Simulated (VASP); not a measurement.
# CdTe (F-43m) in VASP: settings compared

Aim: see how the results for CdTe move with the level of theory and the settings. Levels: RPBE+D3(BJ), revPBE+D4. Tasks: single point.

Everything below comes from runs of VASP 6.6.1. Logs are shortened: lines on timing, memory, paths and dates and some standing lists are left out, and cuts for length are marked.

**The experiment to reproduce.**

A printed reference work, data compilation reports, for a bulk crystal of CdTe at 0 K: band gap 1.607 eV.

How close the calculation comes is told below.

## Step 1: The cell of the first run

The structure is cubic, space group F-43m (No. 216). The conventional cell has a = 6.323 Å, b = 6.323 Å, c = 6.323 Å, α = 90.00°, β = 90.00°, γ = 90.00°. Within 3.6 Å of Te (site symmetry -43m) lie 4 Cd at 2.74 Å. Within 3.6 Å of Cd (site symmetry -43m) lie 4 Te at 2.74 Å.

## Step 2: Single point, RPBE+D3(BJ)

Input file INCAR:

```
SYSTEM = CdTe
PREC = Accurate
ENCUT = 520
EDIFF = 1E-6
ISMEAR = -1
SIGMA = 0.05
LREAL = .False.
LASPH = .True.
NELM = 80
ALGO = Normal
ISIF = 2
LWAVE = .False.
LCHARG = .False.
GGA = RP
IVDW = 12
NBANDS = 16
```

Input file KPOINTS:

```
Automatic mesh
0
Gamma
  7 7 7
  0 0 0
```

Input file POSCAR:

```
CdTe
1.0
    0.0000000000      3.1616838793      3.1616838793
    3.1616838793      0.0000000000      3.1616838793
    3.1616838793      3.1616838793      0.0000000000
Te Cd
1 1
Direct
    0.7500000000      0.7500000000      0.7500000000
    0.0000000000      0.0000000000      0.0000000000
```

Potentials or basis: VASP PAW PBE potentials, release 64 (Te, Cd).

Run with:

```bash
$ cat potpaw_PBE.64/Te/POTCAR potpaw_PBE.64/Cd/POTCAR > POTCAR
$ mpirun -np 1 vasp_std > vasp.out
```

OUTCAR:

```text
SYSTEM = CdTe
   PREC = Accurate
   ENCUT = 520
   EDIFF = 1E-6
   ISMEAR = -1
   LREAL = .False.
   LASPH = .True.
   NELM = 80
   ISIF = 2
   GGA = RP
   IVDW = 12
 IVDW          = 12

 ion  position               nearest neighbor table
   1  0.750  0.750  0.750-   2 2.74   2 2.74   2 2.74   2 2.74
   2  0.000  0.000  0.000-   1 2.74   1 2.74   1 2.74   1 2.74

  LATTYP: Found a face centered cubic cell.
 ALAT       =     6.3233677586

  Lattice vectors:

 A1 = (   0.0000000000,   3.1616838793,   3.1616838793)
 A2 = (   3.1616838793,   0.0000000000,   3.1616838793)
 A3 = (   3.1616838793,   3.1616838793,   0.0000000000)

Analysis of symmetry for initial positions (statically):
=====================================================================
 Subroutine PRICEL returns:
 Original cell was already a primitive cell.

 Routine SETGRP: Setting up the symmetry group for a
 face centered cubic supercell.

 Subroutine GETGRP returns: Found 24 space group operations
 (whereof 24 operations were pure point group operations)
 out of a pool of 48 trial point group operations.

The static configuration has the point symmetry T_d .

Analysis of symmetry for dynamics (positions and initial velocities):
=====================================================================
 Subroutine PRICEL returns:
 Original cell was already a primitive cell.

 Routine SETGRP: Setting up the symmetry group for a
 face centered cubic supercell.

 Subroutine GETGRP returns: Found 24 space group operations
 (whereof 24 operations were pure point group operations)
 out of a pool of 48 trial point group operations.

The dynamic configuration has the point symmetry T_d .

 Subroutine INISYM returns: Found 24 space group operations
 (whereof 24 operations are pure point group operations),
 and found     1 'primitive' translations

----------------------------------------------------------------------------------------

                                     Primitive cell

  volume of cell :      63.2099

  direct lattice vectors                    reciprocal lattice vectors
     0.000000000  3.161683879  3.161683879    -0.158143578  0.158143578  0.158143578
     3.161683879  0.000000000  3.161683879     0.158143578 -0.158143578  0.158143578
     3.161683879  3.161683879  0.000000000     0.158143578  0.158143578 -0.158143578

  length of vectors
     4.471296222  4.471296222  4.471296222     0.273912711  0.273912711  0.273912711

  position of ions in fractional coordinates (direct lattice)
     0.750000000  0.750000000  0.750000000
     0.000000000  0.000000000  0.000000000

  ion indices of the primitive-cell ions
   primitive index   ion index
                 1           1
                 2           2

----------------------------------------------------------------------------------------

 KPOINTS: Automatic mesh

Automatic generation of k-mesh.
 Grid dimensions read from file:
 generate k-points for:    7    7    7

 Generating k-lattice:

  Cartesian coordinates                     Fractional coordinates (reciprocal lattice)
    -0.022591940  0.022591940  0.022591940     0.142857143  0.000000000  0.000000000
     0.022591940 -0.022591940  0.022591940     0.000000000  0.142857143  0.000000000
     0.022591940  0.022591940 -0.022591940     0.000000000  0.000000000  0.142857143

  Length of vectors
     0.039130387  0.039130387  0.039130387

  Shift w.r.t. Gamma in fractional coordinates (k-lattice)
     0.000000000  0.000000000  0.000000000

 Subroutine IBZKPT returns following result:
 ===========================================

 Found     20 irreducible k-points:

 Following reciprocal coordinates:
            Coordinates               Weight
  0.000000  0.000000  0.000000      1.000000
  0.142857  0.000000  0.000000      8.000000
  0.285714  0.000000  0.000000      8.000000
  0.428571  0.000000  0.000000      8.000000
  0.142857  0.142857  0.000000      6.000000
  0.285714  0.142857  0.000000     24.000000
[... 12 lines left out ...]
 -0.428571  0.428571  0.142857     24.000000
 -0.285714  0.428571  0.142857     24.000000
   k-points           NKPTS =     20   k-points in BZ     NKDIM =     20   number of bands    NBANDS=     16
   number of dos      NEDOS =    301   number of ions     NIONS =      2
   total plane-waves  NPLWV =  46656
   dimension x,y,z NGX =    36 NGY =   36 NGZ =   36
   dimension x,y,z NGXF=    72 NGYF=   72 NGZF=   72
   ions per type =               1   1
   NGX,Y,Z   is equivalent  to a cutoff of  13.39, 13.39, 13.39 a.u.
   NGXF,Y,Z  is equivalent  to a cutoff of  26.77, 26.77, 26.77 a.u.
 SYSTEM =  CdTe
   PREC   = accura    normal or accurate (medium, high low for compatibility)
   ISTART =      0    job   : 0-new  1-cont  2-samecut
   ICHARG =      2    charge: 1-file 2-atom 10-const
   ISPIN  =      1    spin polarized calculation?
   LNONCOLLINEAR =      F non collinear calculations
   LSORBIT =      F    spin-orbit coupling
   LASPH  =      T    aspherical Exc in radial PAW
   ENCUT  =  520.0 eV  38.22 Ry    6.18 a.u.   8.31  8.31  8.31*2*pi/ulx,y,z
   NELM   =     80;   NELMIN=  2; NELMDL= -5     # of ELM steps
   EDIFF  = 0.1E-05   stopping-criterion for ELM
   LREAL  =      F    real-space projection
   EDIFFG = 0.1E-04   stopping-criterion for IOM
   NSW    =      0    number of steps for IOM
   IBRION =     -1    ionic relax: 0-MD 1-quasi-New 2-CG
   NFREE  =      0    steps in history (QN), initial steepest desc. (CG)
   ISIF   =      2    stress and relaxation
   ISYM   =      2    0-nonsym 1-usesym 2-fastsym
   POTIM  = 0.5000    time-step for ionic-motion
   TEBEG  =    0.0;   TEEND  =   0.0 temperature during run
   PSTRESS=    0.0 pullay stress
   NELECT =      18.0000    total number of electrons
   NUPDOWN=      -1.0000    fix difference up-down
   EMIN   =  10.00;   EMAX   =-10.00  energy-range for DOS
   EFERMI =   0.00;   METHOD = LEGACY
   ISMEAR =    -1;   SIGMA  =   0.05  broadening in eV -4-tet -1-fermi 0-gaus
   EFERMI_NEDOS =   21; number of points for ismear=-14 and -15
   IALGO  =     38    algorithm
   IMIX   =      4    mixing-type and parameters
     AMIX     =   0.40;   BMIX     =  1.00
     AMIX_MAG =   1.60;   BMIX_MAG =  1.00
  volume/ion in A,a.u.               =      31.60       213.28
  Fermi-wavevector in a.u.,A,eV,Ry     =   1.077053  2.035336 15.783356  1.160044
  Thomas-Fermi vector in A             =   2.212955
   LORBIT       =      0    0 simple, 1 ext, 2 COOP (PROOUT), +10 PAW based schemes
   GGA     = RP    functional components
   LHFCALC =     F    Hartree Fock is set to
   AEXX    =    0.0000 exact exchange contribution
   IVDW    =    12    specifies the selected vdW correction
   LEPSILON=     F    determine dielectric tensor
   LRPA    =     F    only Hartree local field effects (RPA)
 non-spin polarized calculation
  energy-cutoff  :      520.00
  volume of cell :       63.21
 maximum number of plane-waves:      1721
 NGX is ok and might be reduce to    36
   NGX = 17   NGY = 17   NGZ = 17

 number of electron      18.0000004 magnetization

 Free energy of the ion-electron system (eV)
  ---------------------------------------------------
  ext. energy  EPLUGINS =         0.00000000
  ---------------------------------------------------
  free energy    TOTEN  =        -3.90144705 eV

  energy without entropy =       -3.90144692  energy(sigma->0) =       -3.90144698

 E-fermi :   3.7700     XC(G=0):  -8.7151

 val. band max:        3.1647420631   @ k =   0.0000   0.0000   0.0000
 cond. band min:       4.3151675598   @ k =   0.0000   0.0000   0.0000
 fundamental gap:      1.1504254967
 Fermi energy:         3.7699750717

 k-point     1 :       0.0000    0.0000    0.0000
  band No.  band energies     occupation
      1      -8.4189      2.00000
      2      -5.4116      2.00000
      3      -5.4116      2.00000
      4      -5.4116      2.00000
      5      -5.0942      2.00000
      6      -5.0942      2.00000
[... 8 lines left out ...]
     15      12.6443      0.00000
     16      12.6443      0.00000

 k-point     2 :       0.1429    0.0000    0.0000
  band No.  band energies     occupation
      1      -8.3320      2.00000
      2      -5.3943      2.00000
      3      -5.3943      2.00000
      4      -5.3454      2.00000
      5      -5.0956      2.00000
      6      -5.0956      2.00000
[... 8 lines left out ...]
     15      11.8177      0.00000
     16      11.8177      0.00000

 k-point     3 :       0.2857    0.0000    0.0000
  band No.  band energies     occupation
      1      -8.1359      2.00000
      2      -5.3594      2.00000
      3      -5.3594      2.00000
      4      -5.1099      2.00000
      5      -5.0936      2.00000
      6      -5.0936      2.00000
[... 8 lines left out ...]
     15      11.8545      0.00000
     16      11.8545      0.00000

 k-point     4 :       0.4286    0.0000    0.0000
  band No.  band energies     occupation
      1      -7.9820      2.00000
      2      -5.3373      2.00000
      3      -5.3373      2.00000
      4      -5.0850      2.00000
      5      -5.0850      2.00000
      6      -4.7500      2.00000
[... 8 lines left out ...]
     15      13.1525      0.00000
     16      13.1525      0.00000
[... 248 lines left out ...]
 k-point    18 :      -0.4286    0.2857    0.1429
  band No.  band energies     occupation
      1      -7.8916      2.00000
      2      -5.2972      2.00000
      3      -5.2828      2.00000
      4      -5.1264      2.00000
      5      -5.0861      2.00000
      6      -4.5878      2.00000
[... 8 lines left out ...]
     15      13.4193      0.00000
     16      14.3356      0.00000

 k-point    19 :      -0.4286    0.4286    0.1429
  band No.  band energies     occupation
      1      -7.8445      2.00000
      2      -5.2585      2.00000
      3      -5.2510      2.00000
      4      -5.1643      2.00000
      5      -5.0737      2.00000
      6      -4.5120      2.00000
[... 8 lines left out ...]
     15      14.2337      0.00000
     16      15.0261      0.00000

 k-point    20 :      -0.2857    0.4286    0.1429
  band No.  band energies     occupation
      1      -7.8337      2.00000
      2      -5.2725      2.00000
      3      -5.2541      2.00000
      4      -5.1330      2.00000
      5      -5.0917      2.00000
      6      -4.4255      2.00000
[... 8 lines left out ...]
     15      13.5900      0.00000
     16      15.6329      0.00000

------------------------ aborting loop because EDIFF is reached ----------------------------------------

 Edisp (eV)   -3.21860

 E8    (eV) :    -2.0897

  FORCE on cell =-STRESS in cart. coord.  units (eV):
  Direction    XX          YY          ZZ          XY          YZ          ZX
  --------------------------------------------------------------------------------------
  -------------------------------------------------------------------------------------
  Total      -0.36677    -0.36677    -0.36677     0.00000     0.00000    -0.00000
  in kB      -9.29655    -9.29655    -9.29655     0.00000     0.00000    -0.00000
  external pressure =       -9.30 kB  Pullay stress =        0.00 kB

 VOLUME and BASIS-vectors are now :
 -----------------------------------------------------------------------------
  energy-cutoff  :      520.00
  volume of cell :       63.21
      direct lattice vectors                 reciprocal lattice vectors
     0.000000000  3.161683879  3.161683879    -0.158143578  0.158143578  0.158143578
     3.161683879  0.000000000  3.161683879     0.158143578 -0.158143578  0.158143578
     3.161683879  3.161683879  0.000000000     0.158143578  0.158143578 -0.158143578

 POSITION                                       TOTAL-FORCE (eV/Angst)
 -----------------------------------------------------------------------------------
      4.74253      4.74253      4.74253         0.000000      0.000000      0.000000
      0.00000      0.00000      0.00000        -0.000000     -0.000000     -0.000000
 -----------------------------------------------------------------------------------
    total drift:                                0.000000      0.000000      0.000000

  FREE ENERGIE OF THE ION-ELECTRON SYSTEM (eV)
  ---------------------------------------------------
  free  energy   TOTEN  =        -7.1200450026 eV

  energy  without entropy=       -7.1200448664  energy(sigma->0) =       -7.12004493
```

Run time: 20 s. Hardware: 1 thread of AMD EPYC 9R45 (Zen 5), shared host; peak memory 0.18 GiB.

What came out:

```yaml
Free_energy: -7.1200 eV
Pressure: -0.9 GPa
Band_gap_on_the_k_mesh: 1.15 eV, direct
Dispersion_energy_per_atom: -1.609 eV
```

Caveat: the PAW data sets were made with another functional, which shifts forces and pressure a little; spin-orbit coupling is left out, which moves the levels of the heavy elements.

## Step 3: Single point, revPBE+D4

This run uses another cell than the first one, of 30.95 Å³/atom, 0.979 times its volume.

Input file INCAR:

```
SYSTEM = CdTe
PREC = Accurate
ENCUT = 520
EDIFF = 1E-7
ISMEAR = -1
SIGMA = 0.05
LREAL = .FALSE.
LASPH = .TRUE.
NELM = 100
ALGO = Normal
ISIF = 2
LWAVE = .FALSE.
LCHARG = .TRUE.
GGA = RE
IVDW = 13
LELF = .TRUE.
LVHAR = .TRUE.
NBANDS = 16
```

Input file KPOINTS:

```
regular mesh
0
G
  7 7 7
  0 0 0
```

Input file POSCAR:

```
CdTe
1.0
    0.0000000000      3.1395734784      3.1395734784
    3.1395734784      0.0000000000      3.1395734784
    3.1395734784      3.1395734784      0.0000000000
Te Cd
1 1
Direct
    0.7500000000      0.7500000000      0.7500000000
    0.0000000000      0.0000000000      0.0000000000
```

Potentials or basis: VASP PAW PBE potentials, release 64 (Te, Cd).

Run with:

```bash
$ cat potpaw_PBE.64/Te/POTCAR potpaw_PBE.64/Cd/POTCAR > POTCAR
$ mpirun -np 1 vasp_std > vasp.out
```

Wall time 18 s (1 thread of AMD EPYC 9R45 (Zen 5), shared host); peak memory 0.18 GiB.

Results (log left out):

```yaml
Free_energy: -5.1997 eV
Pressure: 5.8 GPa
Band_gap_on_the_k_mesh: 1.18 eV, direct
Dispersion_energy_per_atom: -0.634 eV
```

Levels at points of the mesh, in eV from the valence-band top:
```csv
k point,band 5,band 6,band 7,band 8,band 9,band 10,band 11,band 12,band 13,band 14
"(0.00, 0.00, 0.00)",-8.33,-8.33,0.00,0.00,0.00,1.18,4.56,4.56,4.56,7.74
```

Caveat: the PAW data sets were made with another functional, which shifts forces and pressure a little; spin-orbit coupling is left out, which moves the levels of the heavy elements.

## Step 4: Single point, revPBE+D4

Input file INCAR:

```
SYSTEM = CdTe
PREC = Accurate
ENCUT = 520
EDIFF = 1E-6
ISMEAR = -1
SIGMA = 0.05
LREAL = .FALSE.
LASPH = .TRUE.
NELM = 60
ALGO = Normal
ISIF = 2
LWAVE = .FALSE.
LCHARG = .FALSE.
GGA = RE
IVDW = 13
NBANDS = 16
```

Input file KPOINTS:

```
Automatic mesh
0
G
  7 7 7
  0 0 0
```

Input file POSCAR:

```
CdTe
1.0
    0.0000000000      3.1616838793      3.1616838793
    3.1616838793      0.0000000000      3.1616838793
    3.1616838793      3.1616838793      0.0000000000
Te Cd
1 1
Direct
    0.7500000000      0.7500000000      0.7500000000
    0.0000000000      0.0000000000      0.0000000000
```

Run with:

```bash
$ cat potpaw_PBE.64/Te/POTCAR potpaw_PBE.64/Cd/POTCAR > POTCAR
$ mpirun -np 1 vasp_std > vasp.out
```

It took 16 s on 1 thread of AMD EPYC 9R45 (Zen 5), shared host; peak memory 0.18 GiB.

The run converged. Its results:

```
Free energy                : -5.2419 eV
Pressure                   : 4.5 GPa
Band gap on the k mesh     : 1.11 eV, direct
Dispersion energy per atom : -0.619 eV
```

Levels at points of the mesh, in eV from the valence-band top:
```csv
k point,band 5,band 6,band 7,band 8,band 9,band 10,band 11,band 12,band 13,band 14
"(0.00, 0.00, 0.00)",-8.26,-8.26,0.00,0.00,0.00,1.11,4.58,4.58,4.58,7.72
```

Caveat: the PAW data sets were made with another functional, which shifts forces and pressure a little; spin-orbit coupling is left out, which moves the levels of the heavy elements.

## Step 5: Summary

```csv
level,cell,gap on the mesh (eV),pressure (GPa)
RPBE+D3(BJ),"a = 4.471 Å, angles 60.0°, 2 atoms",1.15,-0.9
revPBE+D4,"a = 4.440 Å, angles 60.0°, 2 atoms",1.18,5.8
revPBE+D4,"a = 4.471 Å, angles 60.0°, 2 atoms",1.11,4.5
```

Alike in all rows: task single point; potentials or basis VASP PAW PBE potentials, release 64 (Te, Cd); no spin polarisation; k mesh 7 × 7 × 7; cutoff (eV) 520; smearing fermi-dirac 0.05 eV.

Caveats: the PAW data sets were made with another functional, which shifts forces and pressure a little; spin-orbit coupling is left out, which moves the levels of the heavy elements.

Total energies depend on the potentials used, so only differences within one code and one set of settings carry meaning.

## Step 6: Comparison with measurements

Step 2. Against the measured gap of CdTe, 1.607 eV (0 K; a printed reference work, data compilation), the calculated 1.15 eV is off by -0.46 eV. Spin-orbit coupling on Cd, Te is left out. The value is that of RPBE+D3(BJ), without temperature or zero-point motion. Semilocal functionals fall short of measured gaps as a rule.
